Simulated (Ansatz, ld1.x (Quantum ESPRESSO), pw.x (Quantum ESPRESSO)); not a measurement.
# Ir: one change to the TM potential, in the atom and in the diamond crystal

iridium, norm-conserving Troullier–Martins (Kleinman–Bylander form), made with ld1.x (Quantum ESPRESSO) 7.5 (PBE, scalar-relativistic). Core [Xe] 4f14, reference 5d7 6s1 6p1. Waves: 6p (bound): rc 2.25 bohr; 5d (bound): rc 1.30 bohr; 6s (bound): rc 2.55 bohr. Local part: the s channel. Core correction: none.

Change: wave 6p (bound): rc 2.25 bohr becomes 6p (bound): rc 3.22 bohr.

Cutoffs, loose and tight: the cutoffs (Ry, on a coarse ladder) from which the occupation-weighted sum of valence levels, in a spherical-Bessel basis at the reference potential, stays within 10 and 1 mRy of its value at 400 Ry. They do not see the model core or the augmentation charge, which bear on the density cutoff. Test errors are all-electron minus pseudo excitation energies from the reference, over the configurations 5d7 6s2 6p0; 5d7 6s1 6p0; 5d7 6s0 6p0; 5d8 6s0 6p0; 5d6 6s2 6p0; 5d7 6s0 6p2; 5d7 6s0 6p1; variants that change the core or the reference have their own tests.

Crystal test: diamond Ir in pw.x 7.5, no spin, 8³ k-points, Fermi–Dirac smearing 0.01 Ry, cutoffs set for each file from its atomic test. The reference is all-electron LAPW (Ansatz 0.2.0) with the same functional, mesh and smearing; V0 and B0 come from Birch–Murnaghan fits to the pressures at five volumes. Errors are pseudo minus all-electron; Δ is the rms difference of the E(V) curves that follow from these fits, minima aligned, over ±6 % about the mean V0. Mesh and smearing are coarse, so the numbers serve the comparison and aren't converged zero-temperature values; the lattice is a test structure that the element need not adopt.

All-electron: a0 = 5.571 Å (V0 = 21.61 Å³/atom), B0 = 182.3 GPa.

Does the change bring the crystal closer to the all-electron result?

The mean pressure error goes from +8.28 to +7.75 GPa, a small move against the size of the error.

```
                       quantity       base    changed
                 outcome (atom)  generated  generated
           cutoff, loose (atom)      40 Ry      40 Ry
           cutoff, tight (atom)      70 Ry      70 Ry
            bound ghosts (atom)       none       none
largest test error (meV) (atom)        -75        -89
           cutoffs in pw.x (Ry)     85/340     85/340
                         a0 (Å)      5.650      5.646
                   a0 error (%)      +1.42      +1.35
                   B0 error (%)       -5.2       -5.9
                   Δ (meV/atom)       36.3       34.3
      mean pressure error (GPa)      +8.28      +7.75
```

Base: The largest radius (2.55 bohr) exceeds half the bond length (2.28 bohr), so the spheres overlap, which is one possible source of error among others. This is a poor potential for the solid. Changed file: The largest radius (3.22 bohr) exceeds half the bond length (2.28 bohr), so the spheres overlap, which is one possible source of error among others. This is a poor potential for the solid.
